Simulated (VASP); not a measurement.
# Os (P6_3/mmc) in VASP: a series of runs

Runs on Os. Level: PBE+D3(BJ). Tasks: relaxation of shape and atoms at fixed volume.

Program: VASP 6.6.1. These are calculated values, not measurements. Logs are shortened: lines on timing, memory, paths and dates and some standing lists are left out, and cuts for length are marked.

## 1. The crystal as given

Symmetry: P6_3/mmc, No. 194, hexagonal system. The conventional cell has a = 2.735 Å, b = 2.735 Å, c = 4.326 Å, α = 90.00°, β = 90.00°, γ = 120.00°. Os (site symmetry -6m2) is surrounded by 12 Os at 2.68 to 2.74 Å.

## 2. Relaxation of shape and atoms at fixed volume, PBE+D3(BJ) (a relaxed cell with its volume scaled by 0.98)

Input file INCAR:

```
ALGO = Fast
EDIFF = 1E-7
EDIFFG = -0.01
ENCUT = 600
GGA = PE
IBRION = 2
ISIF = 4
ISMEAR = 1
IVDW = 12
LASPH = True
LCHARG = False
LREAL = False
LWAVE = False
NELM = 80
NSW = 40
PREC = Accurate
SIGMA = 0.1
```

Input file KPOINTS:

```
k-points
0
Gamma
  15 15 9
```

Input file POSCAR:

```
Os                                      
1.0
    2.7169998906      0.0000000000      0.0000000000
   -1.3584999454      2.3529909274      0.0000000000
    0.0000000000      0.0000000000      4.2972376097
  Os            
     2
Direct
     0.3333333332999970    0.6666666667000030    0.2500000000000000
     0.6666666667000030    0.3333333332999970    0.7500000000000000
```

Potentials or basis: VASP PAW PBE potentials, release 64 (Os).

Run with:

```
cat potpaw_PBE.64/Os/POTCAR > POTCAR
mpirun -np 1 vasp_std > vasp.out
```

OUTCAR:

```text
EDIFF = 1E-7
   EDIFFG = -0.01
   ENCUT = 600
   GGA = PE
   IBRION = 2
   ISIF = 4
   ISMEAR = 1
   IVDW = 12
   LASPH = True
   LREAL = False
   NELM = 80
   NSW = 40
   PREC = Accurate
 IVDW          = 12

 ion  position               nearest neighbor table
   1  0.333  0.667  0.250-   2 2.66   2 2.66   2 2.66   2 2.66   2 2.66   2 2.66
   2  0.667  0.333  0.750-   1 2.66   1 2.66   1 2.66   1 2.66   1 2.66   1 2.66

  LATTYP: Found a hexagonal cell.
 ALAT       =     2.7169998906
 C/A-ratio  =     1.5816112561

  Lattice vectors:

 A1 = (   2.7169998906,   0.0000000000,   0.0000000000)
 A2 = (  -1.3584999454,   2.3529909274,   0.0000000000)
 A3 = (   0.0000000000,   0.0000000000,   4.2972376097)

Analysis of symmetry for initial positions (statically):
=====================================================================
 Subroutine PRICEL returns:
 Original cell was already a primitive cell.

 Routine SETGRP: Setting up the symmetry group for a
 hexagonal supercell.

 Subroutine GETGRP returns: Found 24 space group operations
 (whereof 12 operations were pure point group operations)
 out of a pool of 24 trial point group operations.

The static configuration has the point symmetry D_3d.
 The point group associated with its full space group is D_6h.

Analysis of symmetry for dynamics (positions and initial velocities):
=====================================================================
 Subroutine PRICEL returns:
 Original cell was already a primitive cell.

 Routine SETGRP: Setting up the symmetry group for a
 hexagonal supercell.

 Subroutine GETGRP returns: Found 24 space group operations
 (whereof 12 operations were pure point group operations)
 out of a pool of 24 trial point group operations.

The dynamic configuration has the point symmetry D_3d.
 The point group associated with its full space group is D_6h.

 Subroutine INISYM returns: Found 24 space group operations
 (whereof 12 operations are pure point group operations),
 and found     1 'primitive' translations

----------------------------------------------------------------------------------------

                                     Primitive cell

  volume of cell :      27.4726

  direct lattice vectors                    reciprocal lattice vectors
     2.716999891  0.000000000  0.000000000     0.368053014  0.212495507  0.000000000
    -1.358499945  2.352990927  0.000000000     0.000000000  0.424991014  0.000000000
     0.000000000  0.000000000  4.297237610     0.000000000  0.000000000  0.232707635

  length of vectors
     2.716999891  2.716999891  4.297237610     0.424991014  0.424991014  0.232707635

  position of ions in fractional coordinates (direct lattice)
     0.333333333  0.666666667  0.250000000
     0.666666667  0.333333333  0.750000000

  ion indices of the primitive-cell ions
   primitive index   ion index
[... 77 lines left out ...]
   NSW    =     40    number of steps for IOM
   IBRION =      2    ionic relax: 0-MD 1-quasi-New 2-CG
   NFREE  =      1    steps in history (QN), initial steepest desc. (CG)
   ISIF   =      4    stress and relaxation
   ISYM   =      2    0-nonsym 1-usesym 2-fastsym
   POTIM  = 0.5000    time-step for ionic-motion
   TEBEG  =    0.0;   TEEND  =   0.0 temperature during run
   PSTRESS=    0.0 pullay stress
   NELECT =      16.0000    total number of electrons
   NUPDOWN=      -1.0000    fix difference up-down
   EMIN   =  10.00;   EMAX   =-10.00  energy-range for DOS
   EFERMI =   0.00;   METHOD = LEGACY
   ISMEAR =     1;   SIGMA  =   0.10  broadening in eV -4-tet -1-fermi 0-gaus
   EFERMI_NEDOS =   21; number of points for ismear=-14 and -15
   IALGO  =     68    algorithm
   IMIX   =      4    mixing-type and parameters
     AMIX     =   0.40;   BMIX     =  1.00
     AMIX_MAG =   1.60;   BMIX_MAG =  1.00
  volume/ion in A,a.u.               =      13.74        92.70
  Fermi-wavevector in a.u.,A,eV,Ry     =   1.367147  2.583532 25.430510  1.869090
  Thomas-Fermi vector in A             =   2.493225
   LORBIT       =      0    0 simple, 1 ext, 2 COOP (PROOUT), +10 PAW based schemes
   GGA     = PE    functional components
   LHFCALC =     F    Hartree Fock is set to
   AEXX    =    0.0000 exact exchange contribution
   IVDW    =    12    specifies the selected vdW correction
   LEPSILON=     F    determine dielectric tensor
   LRPA    =     F    only Hartree local field effects (RPA)
 conjugate gradient relaxation of ions
 non-spin polarized calculation
 RMM-DIIS sequential band-by-band and
 Methfessel and Paxton  Order N= 1 SIGMA  =   0.10
  energy-cutoff  :      600.00
  volume of cell :       27.47
 maximum number of plane-waves:       937
 NGX is ok and might be reduce to    24
   NGX = 11   NGY = 11   NGZ = 17

--------------------------------------- Ionic step        1  -------------------------------------------

 number of electron      16.0000001 magnetization

 Free energy of the ion-electron system (eV)
  ---------------------------------------------------
  ext. energy  EPLUGINS =         0.00000000
  ---------------------------------------------------
  free energy    TOTEN  =       -22.45018257 eV

  energy without entropy =      -22.45115247  energy(sigma->0) =      -22.45050587

------------------------ aborting loop because EDIFF is reached ----------------------------------------

 Edisp (eV)   -1.33369

 E8    (eV) :    -0.6557
[... 71 lines left out ...]
--------------------------------------- Ionic step        3  -------------------------------------------

 number of electron      16.0000000 magnetization

 Free energy of the ion-electron system (eV)
  ---------------------------------------------------
  ext. energy  EPLUGINS =         0.00000000
  ---------------------------------------------------
  free energy    TOTEN  =       -22.45020749 eV

  energy without entropy =      -22.45114265  energy(sigma->0) =      -22.45051921

 E-fermi :   9.7527     XC(G=0): -14.1634

 val. band max:        9.7464160513   @ k =   0.1333   0.0000   0.3333
 cond. band min:       9.7549204093   @ k =   0.0000   0.0000   0.0000
 fundamental gap:      0.0085043580
 Fermi energy:         9.7526590479

 k-point     1 :       0.0000    0.0000    0.0000
  band No.  band energies     occupation
      1      -1.3634      2.00000
      2       1.7752      2.00000
      3       6.6088      2.00000
      4       6.6088      2.00000
      5       6.8505      2.00000
      6       7.4715      2.00000
      7       7.4715      2.00000
      8       8.1642      2.00000
      9       8.1642      2.00000
     10       9.7549      0.96174
     11      11.4867     -0.00000
     12      11.4867     -0.00000
[... 331 lines left out ...]
 k-point    24 :       0.4000    0.2000    0.0000
  band No.  band energies     occupation
      1       3.1003      2.00000
      2       3.4874      2.00000
      3       3.5563      2.00000
      4       5.6899      2.00000
      5       5.9732      2.00000
      6       6.7340      2.00000
      7       8.0591      2.00000
      8      11.2165     -0.00000
      9      11.8456      0.00000
     10      12.0398      0.00000
     11      14.9671      0.00000
     12      15.6517      0.00000

 [... further k-points ...]

------------------------ aborting loop because EDIFF is reached ----------------------------------------

 Edisp (eV)   -1.33369

 E8    (eV) :    -0.6557
[... 25 lines left out ...]
  FREE ENERGIE OF THE ION-ELECTRON SYSTEM (eV)
  ---------------------------------------------------
  free  energy   TOTEN  =       -23.7838945289 eV

  energy  without entropy=      -23.7848296899  energy(sigma->0) =      -23.78420625

 reached required accuracy - stopping structural energy minimisation
```

OSZICAR:

```text
N       E                     dE             d eps       ncg     rms          rms(c)
DAV:   1     0.121321255393E+03    0.12132E+03   -0.83572E+03  3240   0.144E+03
DAV:   2    -0.150238203248E+02   -0.13635E+03   -0.12324E+03  3368   0.424E+02
DAV:   3    -0.235880891961E+02   -0.85643E+01   -0.77920E+01  4012   0.867E+01
DAV:   4    -0.238201854122E+02   -0.23210E+00   -0.22927E+00  3416   0.152E+01
[... 24 lines left out ...]
DAV:   1    -0.224502973734E+02   -0.17719E-03   -0.75787E-03  3320   0.770E-01    0.456E-02
RMM:   2    -0.224502285493E+02    0.68824E-04   -0.70974E-05  3240   0.109E-01    0.235E-02
RMM:   3    -0.224502071175E+02    0.21432E-04   -0.49137E-05  3240   0.555E-02    0.411E-03
RMM:   4    -0.224502074562E+02   -0.33877E-06   -0.43739E-06  3296   0.239E-02    0.188E-03
RMM:   5    -0.224502074908E+02   -0.34611E-07   -0.66691E-07  2731   0.622E-03
   3 F= -.23783895E+02 E0= -.23784206E+02  d E =-.239338E-04
```

CONTCAR:

```text
Os
   1.00000000000000
     2.7163050087121121   -0.0000000000014385    0.0000000000000000
    -1.3581525044572764    2.3523891420346796   -0.0000000000000000
     0.0000000000000000   -0.0000000000000000    4.2994365192601105
  Os
     2
Direct
     0.3333333332999970    0.6666666667000030    0.2500000000000000
     0.6666666667000030    0.3333333332999970    0.7500000000000000

  0.00000000E+00  0.00000000E+00  0.00000000E+00
  0.00000000E+00  0.00000000E+00  0.00000000E+00
```

Wall time 72 s (1 thread of Intel Xeon Platinum 8488C (Sapphire Rapids), shared host); peak memory 0.2 GiB.

What came out:

| Item | Value |
| --- | --- |
| Free energy | -23.7839 eV |
| Energy gained by relaxing | 0.0 meV/atom |
| Ionic steps | 3 |
| Pressure after relaxing | 9.1 GPa |
| Band gap on the k mesh | none (metal or under the smearing width) |
| Dispersion energy per atom | -0.667 eV |

Final structure:
```
Os
1.0
     2.71631    0.00000    0.00000
    -1.35815    2.35239    0.00000
     0.00000    0.00000    4.29944
Os
2
Direct
  0.33333 0.66667 0.25000
  0.66667 0.33333 0.75000
```

Caveat: pairwise dispersion overbinds metals, which lowers pressure and volume. Spin-orbit coupling is left out, which matters for the levels of Os.

## 3. Relaxation of shape and atoms at fixed volume, PBE+D3(BJ)

INCAR is that of step 2.

KPOINTS is that of step 2.

Input file POSCAR:

```
Os                                      
1.0
    2.7353585549      0.0000000000      0.0000000000
   -1.3676792775      2.3688899970      0.0000000000
    0.0000000000      0.0000000000      4.3262738797
  Os            
     2
Direct
     0.3333333332999970    0.6666666667000030    0.2500000000000000
     0.6666666667000030    0.3333333332999970    0.7500000000000000
```

Potentials or basis: VASP PAW PBE potentials, release 64 (Os).

Run with:

```
cat potpaw_PBE.64/Os/POTCAR > POTCAR
mpirun -np 1 vasp_std > vasp.out
```

It took 37 s on 1 thread of Intel Xeon Platinum 8488C (Sapphire Rapids), shared host; peak memory 0.19 GiB.

The run converged. Its results:

```yaml
Free_energy: -23.7995 eV
Pressure_after_relaxing: 0.0 GPa
Band_gap_on_the_k_mesh: none (metal or under the smearing width)
Dispersion_energy_per_atom: -0.653 eV
```

Final structure:
```
CELL_PARAMETERS angstrom
2.73536 0.00000 0.00000
-1.36768 2.36889 0.00000
0.00000 0.00000 4.32627
ATOMIC_POSITIONS crystal
Os 0.33333 0.66667 0.25000
Os 0.66667 0.33333 0.75000
```

Levels at points of the mesh, in eV from the Fermi level:
```
           k point  band 6  band 7  band 8  band 9  band 10  band 11
(0.00, 0.00, 0.00)   -2.21   -2.21   -1.55   -1.55     0.01     1.68
```

Caveat: the relaxation stopped at its first step, so nothing moved; pairwise dispersion overbinds metals, which lowers pressure and volume.

## 4. Relaxation of shape and atoms at fixed volume, PBE+D3(BJ) (a relaxed cell with its volume scaled by 1.02)

INCAR is that of step 3.

KPOINTS is that of step 3.

Input file POSCAR:

```
Os                                      
1.0
    2.7534740402      0.0000000000      0.0000000000
   -1.3767370201      2.3845784674      0.0000000000
    0.0000000000      0.0000000000      4.3549255351
  Os            
     2
Direct
     0.3333333332999970    0.6666666667000030    0.2500000000000000
     0.6666666667000030    0.3333333332999970    0.7500000000000000
```

Run with:

```
cat potpaw_PBE.64/Os/POTCAR > POTCAR
mpirun -np 1 vasp_std > vasp.out
```

It took 59 s on 1 thread of Intel Xeon Platinum 8488C (Sapphire Rapids), shared host; peak memory 0.21 GiB.

Results (log left out):

```yaml
Free_energy: -23.7851 eV
Energy_gained_by_relaxing: 0.0 meV/atom
Ionic_steps: 3
Pressure_after_relaxing: -8.1 GPa
Band_gap_on_the_k_mesh: none (metal or under the smearing width)
Dispersion_energy_per_atom: -0.640 eV
```

Final structure:
```yaml
crystal:
  lattice:
    - [2.75425, 0.00000, 0.00000]
    - [-1.37712, 2.38525, 0.00000]
    - [0.00000, 0.00000, 4.35249]
  atoms:
    - { symbol: Os, position: [0.33333, 0.66667, 0.25000] }
    - { symbol: Os, position: [0.66667, 0.33333, 0.75000] }
```

Levels at points of the mesh, in eV from the Fermi level:
```
           k point  band 4  band 5  band 6  band 7  band 8  band 9  band 10  band 11  band 12
(0.00, 0.00, 0.00)   -2.96   -2.71   -2.15   -2.15   -1.51   -1.51     0.02     1.63     1.63
```

Caveat: pairwise dispersion overbinds metals, which lowers pressure and volume. Spin-orbit coupling is left out, which matters for the levels of Os.

## 5. The runs side by side

| cell | gap on the mesh (eV) | pressure (GPa) |
| --- | --- | --- |
| atoms relaxed at fixed volume from: a relaxed cell with its volume scaled by 0.98 | none | 9.1 |
| atoms relaxed at fixed volume | none | 0.0 |
| atoms relaxed at fixed volume from: a relaxed cell with its volume scaled by 1.02 | none | -8.1 |

Alike in all rows: task relaxation of shape and atoms at fixed volume; level PBE+D3(BJ); potentials or basis VASP PAW PBE potentials, release 64 (Os); no spin polarisation; k mesh 15 × 15 × 9; cutoff (eV) 600; smearing methfessel-paxton 0.1 eV.

Caveats: pairwise dispersion overbinds metals, which lowers pressure and volume; the relaxation stopped at its first step, so nothing moved (some runs).

Total energies depend on the potentials used, so only differences within one code and one set of settings carry meaning.
